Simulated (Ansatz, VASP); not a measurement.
## I: VASP beside Ansatz

```
CELL_PARAMETERS angstrom
0.00000 2.36560 3.90984
2.19225 0.00000 3.90984
2.19225 2.36560 0.00000
ATOMIC_POSITIONS crystal
I 0.00000 0.00000 0.00000
```

Alike in both runs: task single point; functional PBE; k mesh 6 × 6 × 6; occupations gaussian, width 0.1 eV; no spin polarisation.

|  | VASP | Ansatz |
| --- | --- | --- |
| version | VASP 6.6.1 | Ansatz 0.2.0 |
| potentials or method | VASP PAW PBE potentials, release 64 (I) | scalar-relativistic, plane waves, PAW |
| plane-wave cutoff (eV) | 520 | 420 |
| valence electrons in the cell | 7 | 17 |

VASP gave:

| Property | Result |
| --- | --- |
| gap on the k mesh at the Fermi level (eV) | none |
| pressure (GPa) | 0.6 |
| largest component of the traceless stress (GPa) | 0.28 |

Question: What did Ansatz give for the same quantities?

Answer: gap on the k mesh at the Fermi level (eV): none; pressure (GPa): 0.6; largest component of the traceless stress (GPa): 0.23.

A gap of «none» marks a metal or a gap that the smearing closes. The functional is the same, so the differences come from potentials, cutoffs and numerics. The two sets of potentials don't hold the same shells in valence.

Caveats: an odd number of electrons without spin polarisation forces a metal; a magnetic or distorted state may lie lower. Spin-orbit coupling is left out, which matters for the levels of I.
